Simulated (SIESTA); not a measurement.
# Ru (P6_3/mmc) in SIESTA: a series of runs, part 2 of 2

SIESTA 5.4.2. The steps go on from the part before.

## Step 3: Band structure, PBE

Ru.fdf reads:

```
SystemName                      Ruthenium
SystemLabel                     Ru
NumberOfSpecies                 1
NumberOfAtoms                   2
%block ChemicalSpeciesLabel
  1  44 Ru
%endblock ChemicalSpeciesLabel

LatticeConstant                 1.0 Ang
%block LatticeVectors
     2.7058000000     0.0000000000     0.0000000000
    -1.3529000000     2.3432915376     0.0000000000
     0.0000000000     0.0000000000     4.2819000000
%endblock LatticeVectors
AtomicCoordinatesFormat         Fractional
%block AtomicCoordinatesAndAtomicSpecies
     0.6666666667     0.3333333333     0.7500000000  1  Ru
     0.3333333333     0.6666666667     0.2500000000  1  Ru
%endblock AtomicCoordinatesAndAtomicSpecies

%block kgrid.MonkhorstPack
   11   0   0  0.0
    0  11   0  0.0
    0   0   6  0.0
%endblock kgrid.MonkhorstPack
XC.Functional                   GGA
XC.Authors                      PBE
PAO.BasisSize                   TZDP
PAO.EnergyShift                 0.003 Ry
Mesh.Cutoff                     800 Ry
OccupationFunction              FD
ElectronicTemperature           0.05 eV
MaxSCFIterations                120
SCF.MustConverge                false
SCF.Mixer.Method                Pulay
SCF.Mixer.Weight                0.25
SCF.Mixer.History               8
SCF.DM.Tolerance                5.0e-05
SCF.H.Tolerance                 1.0e-03 eV
WriteForces                     true
Charge.Mulliken                 end
BandLinesScale                  ReciprocalLatticeVectors
%block BandLines
    1    0.000000   0.000000   0.000000  \Gamma
   11    0.500000   0.000000   0.000000  M
    6    0.333333   0.333333   0.000000  K
   13    0.000000   0.000000   0.000000  \Gamma
    6    0.000000   0.000000   0.500000  A
   11    0.500000   0.000000   0.500000  L
    6    0.333333   0.333333   0.500000  H
   13    0.000000   0.000000   0.500000  A
    1    0.500000   0.000000   0.500000  L
    6    0.500000   0.000000   0.000000  M
    1    0.333333   0.333333   0.000000  K
    6    0.333333   0.333333   0.500000  H
%endblock BandLines
%block PAO.PolarizationScheme
  Ru non-perturbative
%endblock PAO.PolarizationScheme
%block PAO.Basis
  Ru 5
  n=4 0 2
    2.997 0.000
  n=5 0 3
    8.634 0.000 0.000
  n=4 1 2
    3.435 0.000
  n=5 1 2
    8.634 0.000
  n=4 2 3
    5.937 0.000 0.000
%endblock PAO.Basis
```

Potentials or basis: PseudoDojo 0.4 standard (PBE files), TZDP (energy shift 0.003 Ry; two zetas on semicore shells).

On the command line:

```bash
$ siesta Ru.fdf > Ru.out 2>&1
```

Ru.out:

```text
Version         : 5.4.2

[... 6 lines left out ...]
 NOTE: Please see the manual for full details and compatibility measures.

reinit: Reading from file Ru.fdf

reinit: -----------------------------------------------------------------------
reinit: System Name: Ruthenium
reinit: -----------------------------------------------------------------------
reinit: System Label: Ru
reinit: -----------------------------------------------------------------------

initatom: Reading input for the pseudopotentials and atomic orbitals ----------
Species number:   1 Atomic number:   44 Label: Ru

Ground state valence configuration (from tables):   5s01  5p00  4d07  4f00

---- Processing specs for species: Ru
Reading pseudopotential information in PSML from:
  Ru.psml
PSML file version: 1.1
Using libxc ids:  101 130
GGA--PBE XC_GGA_X_PBE--XC_GGA_C_PBE pb
Semicore shell(s) with  8 electrons included in the valence for Ru
Using non-perturbative polarization scheme for Ru

---- Pseudopotential check for Ru

Pseudized shells:
4s( 2.00) rc: 1.35
4p( 6.00) rc: 1.40
[... 508 lines left out ...]
siesta: Pressure (static):
siesta:                Solid            Molecule  Units
siesta:           0.00051271          0.00051271  Ry/Bohr**3
siesta:           0.04707497          0.04707530  eV/Ang**3
siesta:          75.42241332         75.42295067  kBar

Basis Enthalpy Calculation:
    Basis Pressure for species 1(Ru) :      0.2000000 GPa

    Orbital volume contribution        =           3.975558 eV
    (Free)E + p_basis*V_orbitals       =       -5496.471555 eV
    (Free)Eharris+ p_basis*V_orbitals  =       -5496.471554 eV

mulliken: Atomic and Orbital Populations:

Species: Ru
Atom  Qatom  Qorb
               4s      4s      5s      5s      5s      4py     4pz     4px
               4py     4pz     4px     5py     5pz     5px     5py     5pz
               5px     4dxy    4dyz    4dz2    4dxz    4dx2-y2 4dxy    4dyz
               4dz2    4dxz    4dx2-y2 4dxy    4dyz    4dz2    4dxz    4dx2-y2

   1 16.000   1.800   0.044   0.028   0.088   0.583   1.908   1.907   1.908
              0.068   0.070   0.068   0.008  -0.006   0.008   0.228   0.205

              0.228   1.392   1.495   1.384   1.495   1.392  -0.120  -0.149

             -0.147  -0.149  -0.120   0.092   0.042   0.114   0.042   0.092
   2 16.000   1.800   0.044   0.028   0.088   0.583   1.908   1.907   1.908
              0.068   0.070   0.068   0.008  -0.006   0.008   0.228   0.205

              0.228   1.392   1.495   1.384   1.495   1.392  -0.120  -0.149

             -0.147  -0.149  -0.120   0.092   0.042   0.114   0.042   0.092

mulliken: Qtot =       32.000

Mulliken Atomic Populations:
Atom #   charge [q] valence [e]  Species
     1    -0.000005   16.000005  Ru
     2     0.000005   15.999995  Ru
 Total     0.000000

Job completed
```

Run time: 100 s. Hardware: 1 thread of Intel Xeon 6975P-C (Granite Rapids), shared host; peak memory 0.39 GiB.

What came out:

| Quantity | Value |
| --- | --- |
| Free energy | -5500.4471 eV |
| Pressure | 7.5 GPa |
| Band gap on the k mesh | none (metal or under the smearing width) |

Stress tensor (GPa, compression positive):
```
7.24 0.00 0.00
0.00 7.24 0.00
0.00 0.00 8.15
```

Levels at the corners of the path, in eV from the Fermi level:
```csv
point,band 14,band 15,band 16,band 17,band 18,band 19
Γ,-1.86,-1.86,-1.34,-1.33,1.24,1.24
M,-1.73,-1.48,1.47,1.87,1.95,4.11
K,-2.79,-1.01,1.06,1.06,1.48,7.19
Γ,-1.86,-1.86,-1.34,-1.33,1.24,1.24
A,-2.72,-2.65,-2.65,0.59,0.59,0.59
L,-1.00,0.53,0.53,1.71,1.71,3.48
H,-2.66,-1.10,-1.10,1.29,1.29,8.57
A,-2.72,-2.65,-2.65,0.59,0.59,0.59
L,-1.00,0.53,0.53,1.71,1.71,3.48
M,-1.73,-1.48,1.47,1.87,1.95,4.11
K,-2.79,-1.01,1.06,1.06,1.48,7.19
H,-2.66,-1.10,-1.10,1.29,1.29,8.57
```

Caveat: the basis of atomic orbitals isn't converged, which shifts pressures, moduli and gaps.

## Step 4: Relaxation of the atoms, PBEsol, 13.60 Å³/atom (strained by +0.01 in Voigt component 1 for the elastic constants)

Ru.fdf reads:

```
SystemName                      Ruthenium
SystemLabel                     Ru
NumberOfSpecies                 1
NumberOfAtoms                   2
%block ChemicalSpeciesLabel
  1  44 Ru
%endblock ChemicalSpeciesLabel

LatticeConstant                 1.0 Ang
%block LatticeVectors
     2.7255375200    -0.0000030000     0.0000000000
    -1.3627717900     2.3370130000     0.0000000000
     0.0000000000     0.0000000000     4.2698890000
%endblock LatticeVectors
AtomicCoordinatesFormat         Fractional
%block AtomicCoordinatesAndAtomicSpecies
     0.6666660000     0.3333340000     0.7500000000  1  Ru
     0.3333340000     0.6666660000     0.2500000000  1  Ru
%endblock AtomicCoordinatesAndAtomicSpecies

%block kgrid.MonkhorstPack
    8   0   0  0.0
    0   8   0  0.0
    0   0   4  0.0
%endblock kgrid.MonkhorstPack
XC.Functional                   GGA
XC.Authors                      PBEsol
PAO.BasisSize                   DZP
PAO.EnergyShift                 0.003 Ry
Mesh.Cutoff                     800 Ry
OccupationFunction              FD
ElectronicTemperature           0.05 eV
MaxSCFIterations                120
SCF.MustConverge                false
SCF.Mixer.Method                Pulay
SCF.Mixer.Weight                0.25
SCF.Mixer.History               8
SCF.DM.Tolerance                1.0e-05
SCF.H.Tolerance                 1.0e-04 eV
WriteForces                     true
Charge.Mulliken                 end
MD.TypeOfRun                    Broyden
MD.Steps                        40
MD.MaxForceTol                  0.005 eV/Ang
MD.MaxDispl                     0.1 Ang
WriteCoorStep                   true
AtomCoorFormatOut               Fractional
%block PAO.Basis
  Ru 5
  n=4 0 2
    3.003 0.000
  n=5 0 2
    8.548 0.000
  n=4 1 2
    3.442 0.000
  n=5 1 1
    8.548
  n=4 2 2
    5.925 0.000
%endblock PAO.Basis
```

Potentials or basis: PseudoDojo 0.4 standard (PBEsol files), DZP (energy shift 0.003 Ry; two zetas on semicore shells).

On the command line:

```bash
$ siesta < Ru.fdf > Ru.out 2>&1
```

Run time: 2 min. Hardware: 1 thread of Intel Xeon 6975P-C (Granite Rapids), shared host; peak memory 0.35 GiB.

The run converged. Its results:

```
Free energy               : -5497.2650 eV
Energy gained by relaxing : 0.1 meV/atom
Ionic steps               : 3
Pressure after relaxing   : -3.3 GPa
Band gap on the k mesh    : none (metal or under the smearing width)
```

Caveat: the k mesh is coarse (spacing up to 0.37 Å⁻¹), so the values aren't converged; the basis of atomic orbitals isn't converged, which shifts pressures, moduli and gaps.

## Step 5: Relaxation of the atoms, PBEsol, 13.33 Å³/atom (strained by -0.01 in Voigt component 1 for the elastic constants)

Edit Ru.fdf of step 4 so:

```diff
@@ -10,4 +10,4 @@
 %block LatticeVectors
-     2.7255375200    -0.0000030000     0.0000000000
-    -1.3627717900     2.3370130000     0.0000000000
+     2.6715664800    -0.0000030000     0.0000000000
+    -1.3357862100     2.3370130000     0.0000000000
      0.0000000000     0.0000000000     4.2698890000
```

On the command line:

```bash
$ siesta Ru.fdf > Ru.out 2>&1
```

Run time: 1.8 min. Hardware: 1 thread of Intel Xeon 6975P-C (Granite Rapids), shared host; peak memory 0.33 GiB.

Results (log left out):

* Free energy: -5497.2649 eV
* Energy gained by relaxing: 0.0 meV/atom
* Ionic steps: 3
* Pressure after relaxing: 3.5 GPa
* Band gap on the k mesh: none (metal or under the smearing width)

Caveat: the k mesh is coarse (spacing up to 0.37 Å⁻¹), so the values aren't converged; the basis of atomic orbitals isn't converged, which shifts pressures, moduli and gaps.

## Step 6: Elastic constants, PBEsol (cell relaxed)

Potentials or basis: PseudoDojo 0.4 standard (PBEsol files), DZP (energy shift 0.003 Ry; two zetas on semicore shells).

No new run: the results of the series are fitted here.

What came out:

| Property | Result |
| --- | --- |
| Voigt bulk modulus | 349 GPa |

Elastic tensor in Voigt notation (GPa, in the Cartesian axes of the cell as first typed):
```
671 196 161   0   0   0
196 662 161   0   0   0
161 161 774   0   0   0
  0   0   0 226   0   0
  0   0   0   0 227   0
  0   0   0   0   0 238
```

Caveat: the k mesh is coarse (spacing up to 0.37 Å⁻¹), so the values aren't converged; the basis of atomic orbitals isn't converged, which shifts pressures, moduli and gaps.

## Step 7: Summary

```csv
task,level,potentials or basis,cell,k mesh,force tolerance,hamiltonian tolerance,density-matrix tolerance,mesh quality,gap on the mesh (eV),pressure (GPa)
band structure,PBE,"PseudoDojo 0.4 standard (PBE files), TZP (energy shift 0.003 Ry; two zetas on semicore shells)",as given,11 × 11 × 6,-,-,-,not flagged,none,7.4
band structure,PBE,"PseudoDojo 0.4 standard (PBE files), TZDP (energy shift 0.003 Ry; two zetas on semicore shells)",as given,11 × 11 × 6,-,-,-,not flagged,none,7.5
elastic constants,PBEsol,"PseudoDojo 0.4 standard (PBEsol files), DZP (energy shift 0.003 Ry; two zetas on semicore shells)",cell relaxed,8 × 8 × 4,0.005 eV/Å,0.0001 eV,1e-05,coarse,-,-
```

Alike in all rows: no spin polarisation; smearing fermi-dirac 0.05 eV; grid cutoff 800 Ry; energy shift 0.003 Ry.

Caveats: some runs use coarse meshes; the basis of atomic orbitals isn't converged, which shifts pressures, moduli and gaps.

Total energies depend on the potentials used, so only differences within one code and one set of settings carry meaning.
